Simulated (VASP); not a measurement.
**Sb: single point with PBEsol**

The system is Sb.

```
CELL_PARAMETERS angstrom
2.16297 1.24879 3.68010
-2.16297 1.24879 3.68010
0.00000 -2.49758 3.68010
ATOMIC_POSITIONS crystal
Sb 0.23624 0.23624 0.23624
Sb 0.76376 0.76376 0.76376
```

```yaml
Program: VASP 6.6.1
Task: single point
Functional: PBEsol
Potentials_or_basis: VASP PAW PBE potentials, release 64 (Sb)
Cutoff: 520 eV
k_mesh: 18 × 18 × 18
Occupations: gaussian, width 0.1 eV
Spin: no spin polarisation
```

```
Pressure               : 0.0 GPa
Largest force          : 0.020 eV/Å
Band gap on the k mesh : none (metal or under the smearing width)
```

Forces in eV/Å, atoms in the order of the input:
```
Sb   0.000  0.000  0.020
Sb   0.000  0.000 -0.020
```

Levels at points of the mesh, in eV from the Fermi level:
```tsv
k point	band 1	band 2	band 3	band 4	band 5	band 6	band 7	band 8	band 9	band 10
(0.00, 0.00, 0.00)	-12.69	-4.66	-1.91	-1.76	-1.76	2.39	2.87	2.87	4.97	4.97
(0.50, 0.00, 0.00)	-10.27	-9.67	-1.69	-1.52	-0.26	-0.15	0.25	0.33	7.87	8.56
(0.50, 0.50, 0.00)	-10.28	-7.84	-5.53	-3.72	-3.67	1.62	5.11	5.50	7.17	8.88
(0.50, 0.50, 0.50)	-10.93	-9.10	-1.20	-1.20	-0.44	-0.01	-0.01	0.97	7.32	8.88
```

It took 110 s on 1 thread of Intel(R) Xeon(R) 6975P-C (Granite Rapids), with other jobs on the host, peak memory 0.47 GiB.

Caveat: the PAW data sets were made with another functional, which shifts forces and pressure a little. Spin-orbit coupling is left out, which matters for the levels of Sb.
